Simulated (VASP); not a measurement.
# TaC (Fm-3m) in VASP: notebook

The runs below take TaC through relaxation of cell and atoms, with PBE, r2SCAN.

Everything below comes from runs of VASP 6.6.1. Logs are shortened: lines on timing, memory, paths and dates and some standing lists are left out, and cuts for length are marked.

### 1 The crystal as given

It takes space group Fm-3m (No. 225, cubic). The conventional cell has a = 4.479 Å, b = 4.479 Å, c = 4.479 Å, α = 90.00°, β = 90.00°, γ = 90.00°. Around Ta (site symmetry m-3m) lie 6 C at 2.24 Å. C (site symmetry m-3m) has 6 Ta at 2.24 Å as nearest neighbours.

### 2 Relaxation of cell and atoms, PBE

Input file INCAR:

```
ALGO = Normal
EDIFF = 1E-7
EDIFFG = -0.005
ENCUT = 600
GGA = PE
IBRION = 2
ISIF = 3
ISMEAR = 1
KPAR = 2
LASPH = T
LCHARG = F
LREAL = F
LWAVE = F
NELM = 80
NSW = 90
PREC = Accurate
SIGMA = 0.1
```

Input file KPOINTS:

```
k-points
0
Gamma
  14 14 14
```

Input file POSCAR:

```
TaC                                     
1.0
   -0.0000000000      2.2394334040      2.2394334040
    2.2394334040      0.0000000000      2.2394334040
    2.2394334040      2.2394334040     -0.0000000000
  Ta              C             
     1     1
Direct
     0.0000000000000000    0.0000000000000000    0.0000000000000000
     0.5000000000000000    0.5000000000000000    0.5000000000000000
```

Potentials or basis: VASP PAW PBE potentials, release 64 (Ta_pv, C).

On the command line:

```sh
$ cat potpaw_PBE.64/Ta_pv/POTCAR potpaw_PBE.64/C/POTCAR > POTCAR
$ mpirun -np 2 vasp_std > vasp.out
```

OUTCAR:

```text
EDIFF = 1E-7
   EDIFFG = -0.005
   ENCUT = 600
   GGA = PE
   IBRION = 2
   ISIF = 3
   ISMEAR = 1
   LASPH = T
   LREAL = F
   NELM = 80
   NSW = 90
   PREC = Accurate

 ion  position               nearest neighbor table
   1  0.000  0.000  0.000-   2 2.24   2 2.24   2 2.24   2 2.24   2 2.24   2 2.24
   2  0.500  0.500  0.500-   1 2.24   1 2.24   1 2.24   1 2.24   1 2.24   1 2.24

  LATTYP: Found a face centered cubic cell.
 ALAT       =     4.4788668080

  Lattice vectors:

 A1 = (   0.0000000000,   2.2394334040,   2.2394334040)
 A2 = (   2.2394334040,   0.0000000000,   2.2394334040)
 A3 = (   2.2394334040,   2.2394334040,   0.0000000000)

Analysis of symmetry for initial positions (statically):
=====================================================================
 Subroutine PRICEL returns:
 Original cell was already a primitive cell.

 Routine SETGRP: Setting up the symmetry group for a
 face centered cubic supercell.

 Subroutine GETGRP returns: Found 48 space group operations
 (whereof 48 operations were pure point group operations)
 out of a pool of 48 trial point group operations.

The static configuration has the point symmetry O_h .

Analysis of symmetry for dynamics (positions and initial velocities):
=====================================================================
 Subroutine PRICEL returns:
 Original cell was already a primitive cell.

 Routine SETGRP: Setting up the symmetry group for a
 face centered cubic supercell.

 Subroutine GETGRP returns: Found 48 space group operations
 (whereof 48 operations were pure point group operations)
 out of a pool of 48 trial point group operations.

The dynamic configuration has the point symmetry O_h .

 Subroutine INISYM returns: Found 48 space group operations
 (whereof 48 operations are pure point group operations),
 and found     1 'primitive' translations

----------------------------------------------------------------------------------------

                                     Primitive cell

  volume of cell :      22.4618

  direct lattice vectors                    reciprocal lattice vectors
     0.000000000  2.239433404  2.239433404    -0.223270761  0.223270761  0.223270761
     2.239433404  0.000000000  2.239433404     0.223270761 -0.223270761  0.223270761
     2.239433404  2.239433404  0.000000000     0.223270761  0.223270761 -0.223270761

  length of vectors
     3.167037092  3.167037092  3.167037092     0.386716302  0.386716302  0.386716302

  position of ions in fractional coordinates (direct lattice)
     0.000000000  0.000000000  0.000000000
     0.500000000  0.500000000  0.500000000

  ion indices of the primitive-cell ions
[... 100 lines left out ...]
   GGA     = PE    functional components
   LHFCALC =     F    Hartree Fock is set to
   AEXX    =    0.0000 exact exchange contribution
   IVDW    =     0    specifies the selected vdW correction
   LEPSILON=     F    determine dielectric tensor
   LRPA    =     F    only Hartree local field effects (RPA)
 conjugate gradient relaxation of ions
 non-spin polarized calculation
 Methfessel and Paxton  Order N= 1 SIGMA  =   0.10
  energy-cutoff  :      600.00
  volume of cell :       22.46
 maximum number of plane-waves:       760
 NGX is ok and might be reduce to    28
   NGX = 13   NGY = 13   NGZ = 13

--------------------------------------- Ionic step        1  -------------------------------------------

 number of electron      15.0000001 magnetization

 Free energy of the ion-electron system (eV)
  ---------------------------------------------------
  ext. energy  EPLUGINS =         0.00000000
  ---------------------------------------------------
  free energy    TOTEN  =       -22.19862412 eV

  energy without entropy =      -22.19806232  energy(sigma->0) =      -22.19843685

------------------------ aborting loop because EDIFF is reached ----------------------------------------

  FORCE on cell =-STRESS in cart. coord.  units (eV):
  Direction    XX          YY          ZZ          XY          YZ          ZX
  --------------------------------------------------------------------------------------
  -------------------------------------------------------------------------------------
  Total       -0.0171400     -0.0171400     -0.0171400      0.0000000      0.0000000      0.0000000
  in kB       -1.2225811     -1.2225811     -1.2225811      0.0000000      0.0000000      0.0000000
  external PRESSURE =      -1.2225811 kB  Pullay stress =       0.0000000 kB
[... 59 lines left out ...]
--------------------------------------- Ionic step        3  -------------------------------------------

 number of electron      15.0000001 magnetization

 Free energy of the ion-electron system (eV)
  ---------------------------------------------------
  ext. energy  EPLUGINS =         0.00000000
  ---------------------------------------------------
  free energy    TOTEN  =       -22.19862811 eV

  energy without entropy =      -22.19806683  energy(sigma->0) =      -22.19844101

 E-fermi :   8.3348     XC(G=0): -13.1214

 val. band max:        8.3191580017   @ k =  -0.2143   0.1429   0.0000
 cond. band min:       8.3632655558   @ k =   0.1429   0.0714   0.0000
 fundamental gap:      0.0441075541
 Fermi energy:         8.3348464261

 k-point     1 :       0.0000    0.0000    0.0000
  band No.  band energies     occupation
      1     -26.8668      2.00000
      2     -26.8668      2.00000
      3     -26.8668      2.00000
      4      -6.4756      2.00000
      5       6.9379      2.00000
      6       6.9379      2.00000
      7       6.9379      2.00000
      8       7.7598      2.00000
      9       7.7598      2.00000
     10       7.7598      2.00000
     11       8.8805     -0.00000
[... 309 lines left out ...]
 k-point    24 :       0.2857    0.1429    0.0000
  band No.  band energies     occupation
      1     -27.2026      2.00000
      2     -26.9527      2.00000
      3     -26.9417      2.00000
      4      -4.7562      2.00000
      5       2.5382      2.00000
      6       4.2781      2.00000
      7       4.9566      2.00000
      8       7.0510      2.00000
      9       9.7358     -0.00000
     10      10.5294      0.00000
     11      12.1943      0.00000

 [... further k-points ...]

------------------------ aborting loop because EDIFF is reached ----------------------------------------

  FORCE on cell =-STRESS in cart. coord.  units (eV):
  Direction    XX          YY          ZZ          XY          YZ          ZX
  --------------------------------------------------------------------------------------
  -------------------------------------------------------------------------------------
  Total        0.0020052      0.0020052      0.0020052      0.0000000      0.0000000      0.0000000
  in kB        0.1430927      0.1430927      0.1430927      0.0000000      0.0000000      0.0000000
  external PRESSURE =       0.1430927 kB  Pullay stress =       0.0000000 kB
[... 17 lines left out ...]
  FREE ENERGIE OF THE ION-ELECTRON SYSTEM (eV)
  ---------------------------------------------------
  free  energy   TOTEN  =       -22.1986281088 eV

  energy  without entropy=      -22.1980668266  energy(sigma->0) =      -22.19844101

 reached required accuracy - stopping structural energy minimisation
```

OSZICAR:

```text
N       E                     dE             d eps       ncg     rms          rms(c)
DAV:   1     0.860182459593E+02    0.86018E+02   -0.90224E+03  2288   0.149E+03
DAV:   2    -0.220183085149E+02   -0.10804E+03   -0.10368E+03  2638   0.338E+02
DAV:   3    -0.256313866032E+02   -0.36131E+01   -0.35506E+01  2910   0.546E+01
[... 22 lines left out ...]
DAV:   2    -0.221986374106E+02    0.31550E-04   -0.48890E-05  2342   0.906E-02    0.260E-02
DAV:   3    -0.221986291912E+02    0.82193E-05   -0.15453E-05  2462   0.435E-02    0.417E-03
DAV:   4    -0.221986284654E+02    0.72584E-06   -0.12733E-06  2685   0.139E-02    0.358E-03
DAV:   5    -0.221986281144E+02    0.35102E-06   -0.81904E-08  1346   0.320E-03    0.308E-04
DAV:   6    -0.221986281088E+02    0.55588E-08   -0.12708E-08  1162   0.123E-03
   3 F= -.22198628E+02 E0= -.22198441E+02  d E =-.398719E-05
```

CONTCAR:

```text
TaC
   1.00000000000000
     0.0000000000000000    2.2391112412608476    2.2391112412608476
     2.2391112412608476    0.0000000000000000    2.2391112412608476
     2.2391112412608476    2.2391112412608476    0.0000000000000000
  Ta              C
     1     1
Direct
     0.0000000000000000    0.0000000000000000    0.0000000000000000
     0.5000000000000000    0.5000000000000000    0.5000000000000000

  0.00000000E+00  0.00000000E+00  0.00000000E+00
  0.00000000E+00  0.00000000E+00  0.00000000E+00
```

It took 34 s on 2 MPI ranks of Intel Xeon Platinum 8259CL at 2.50GHz (Skylake/Cascade Lake), shared host; peak memory 0.18 GiB.

What came out:

```yaml
Free_energy: -22.1986 eV
Relaxed_volume: 11.23 Å³/atom
Relaxed_cell: a = 3.167 Å, b = 3.167 Å, c = 3.167 Å, α = 60.00°, β = 60.00°, γ = 60.00°
Space_group_after_relaxing_to_0.05_Å: Fm-3m (No. 225)
Energy_gained_by_relaxing: 0.0 meV/atom
Ionic_steps: 3
Pressure_after_relaxing: 0.0 GPa
Band_gap_on_the_k_mesh: none (metal or under the smearing width)
```

Final structure:
```
Ta C
1.0
     0.00000    2.23911    2.23911
     2.23911    0.00000    2.23911
     2.23911    2.23911    0.00000
Ta C
1 1
Direct
  0.00000 0.00000 0.00000
  0.50000 0.50000 0.50000
```

Levels at points of the mesh, in eV from the Fermi level:
| k point | band 6 | band 7 | band 8 | band 9 | band 10 | band 11 |
| --- | --- | --- | --- | --- | --- | --- |
| (0.00, 0.00, 0.00) | -1.40 | -1.40 | -0.58 | -0.58 | -0.58 | 0.55 |
| (0.50, 0.00, 0.00) | -5.50 | -5.50 | 2.57 | 2.57 | 3.53 | 5.25 |
| (0.50, 0.50, 0.00) | -4.55 | -1.87 | -1.87 | 2.46 | 3.91 | 3.91 |

### 3 Relaxation of cell and atoms, r2SCAN, target pressure 19.7 GPa, at which the enthalpy is minimised

This run uses another cell than the first one, of 10.99 Å³/atom, 0.978 times its volume.

Input file INCAR:

```
SYSTEM = TaC
PREC = Accurate
ENCUT = 600
EDIFF = 1E-6
ISMEAR = 1
SIGMA = 0.1
LREAL = .False.
LASPH = .True.
NELM = 80
ALGO = Normal
ISIF = 3
LWAVE = .False.
LCHARG = .False.
METAGGA = R2SCAN
LMIXTAU = .True.
IBRION = 2
NSW = 90
EDIFFG = -0.01
PSTRESS = 197.0
```

Input file KPOINTS:

```
regular mesh
0
Gamma
  14 14 14
  0 0 0
```

Input file POSCAR:

```
TaC
1.0
    0.0000000000      2.2230000000      2.2230000000
    2.2230000000      0.0000000000      2.2230000000
    2.2230000000      2.2230000000      0.0000000000
Ta C
1 1
Direct
    0.0000000000      0.0000000000      0.0000000000
    0.5000000000      0.5000000000      0.5000000000
```

Potentials or basis: VASP PAW PBE potentials, release 64 (Ta_pv, C).

On the command line:

```sh
$ cat potpaw_PBE.64/Ta_pv/POTCAR potpaw_PBE.64/C/POTCAR > POTCAR
$ mpirun -np 1 vasp_std > vasp.out
```

Wall time 3.9 min (1 thread of Intel Xeon 6975P-C (Granite Rapids), shared host); peak memory 0.21 GiB.

It converged, with:

| Item | Value |
| --- | --- |
| Free energy | -59.7887 eV |
| Relaxed volume | 10.58 Å³/atom |
| Relaxed cell | a = 3.104 Å, b = 3.104 Å, c = 3.104 Å, α = 60.00°, β = 60.00°, γ = 60.00° |
| Space group after relaxing (to 0.05 Å) | Fm-3m (No. 225) |
| Energy change on relaxing (the enthalpy is what falls) | +30.6 meV/atom |
| Ionic steps | 4 |
| Pressure after relaxing | 19.6 GPa |
| Band gap on the k mesh | none (metal or under the smearing width) |

The path:
```
step  energy change (eV)  largest force (eV/Å)  pressure (GPa)  volume (Å³)
   1              0.0000                0.0000            4.99        21.97
   2              0.7072                0.0000           77.96        18.92
   3              0.0574                0.0000           18.99        21.19
   4              0.0612                0.0000           19.61        21.16
```

Final structure:
```xyz
2
Lattice="0.0000 2.1952 2.1952 2.1952 0.0000 2.1952 2.1952 2.1952 0.0000" Properties=species:S:1:pos:R:3 pbc="T T T"
Ta    0.0000    0.0000    0.0000
C     2.1952    2.1952    2.1952
```

Levels at points of the mesh, in eV from the Fermi level:
```
           k point  band 4  band 5  band 6  band 7  band 8  band 9  band 10  band 11
(0.00, 0.00, 0.00)  -16.18   -1.55   -1.55   -1.55   -0.76   -0.76    -0.76     0.54
(0.50, 0.00, 0.00)  -11.39   -9.57   -6.22   -6.22    2.92    2.92     4.07     5.77
(0.50, 0.50, 0.00)  -14.08   -5.12   -5.03   -2.12   -2.12    2.68     4.42     4.42
```

Caveat: the cell is relaxed towards a set pressure, so the enthalpy falls and the energy may rise; the PAW data sets were made with another functional, which shifts forces and pressure a little.
